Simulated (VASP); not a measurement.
The system is Ge.

```xyz
4
Lattice="0.0000 2.8857 5.1157 2.6305 0.0000 5.1157 2.6305 2.8857 0.0000" Properties=species:S:1:pos:R:3 pbc="T T T"
Ge    2.6305    4.1929    5.1157
Ge    2.6305    1.5786    5.1157
Ge    2.6305    2.8857    2.2318
Ge    2.6305    2.8857    7.9995
```

This isn't the form of Ge at room conditions, which is diamond.

Base run:

| Item | Value |
| --- | --- |
| Program | VASP 6.6.1 |
| Functional | PBEsol |
| Potentials or basis | VASP PAW PBE potentials, release 64 (Ge_d) |
| Cutoff | 520 eV |
| k mesh | 5 × 5 × 5 |
| Occupations | fermi-dirac, width 0.05 eV |
| Spin | no spin polarisation |

Its results: pressure -3.7 GPa; largest force 0.089 eV/Å.

**Question.** The run is repeated on the same cell with these changes: functional from PBEsol to LDA; potentials or basis from VASP PAW PBE potentials, release 64 (Ge_d) to VASP PAW LDA potentials, release 64 (Ge_d). What comes out?

**Answer.** Pressure -5.3 GPa; largest force 0.117 eV/Å.

Caveats: the PAW data sets were made with another functional, which shifts forces and pressure a little (some runs).
